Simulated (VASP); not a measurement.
Crystal: CeO.

```xyz
2
Lattice="0.0000 2.6332 2.6332 2.6332 0.0000 2.6332 2.6332 2.6332 0.0000" Properties=species:S:1:pos:R:3 pbc="T T T"
Ce    0.0000    0.0000    0.0000
O     1.3166    1.3166    1.3166
```

The cell comes from a database or a generator and needn't be the stable form of this composition.

Base run:

| Property | Result |
| --- | --- |
| Program | VASP 6.6.1 |
| Functional | PBEsol |
| Potentials or basis | VASP PAW PBE potentials, release 64 (Ce, O) |
| Cutoff | 520 eV |
| k mesh | 6 × 6 × 6 |
| Occupations | gaussian, width 0.05 eV |
| Spin | no spin polarisation |
| Hubbard terms | Ce f U = 4 eV |

Its results: band gap on the k mesh none (metal or under the smearing width); pressure 13.2 GPa.

**Question.** The run is repeated on the same cell with these changes: spin from no spin polarisation to collinear spin, random start; further incar settings from ALGO = Normal; EDIFF = 1e-06; NBANDS = 16 to ALGO = Normal; EDIFF = 1e-07; NBANDS = 20. What comes out?

**Answer.** Band gap on the k mesh none (metal or under the smearing width); pressure 16.2 GPa; net moment 1.47 μB per cell; site moments Ce +1.13; O -0.04 μB.

Caveats: the PAW data sets were made with another functional, which shifts forces and pressure a little; U without spin polarisation on a metal has little footing (some runs); the magnetic or orbital state may not be the lowest (some runs); spin-orbit coupling is left out, which moves the levels of the heavy elements (some runs).
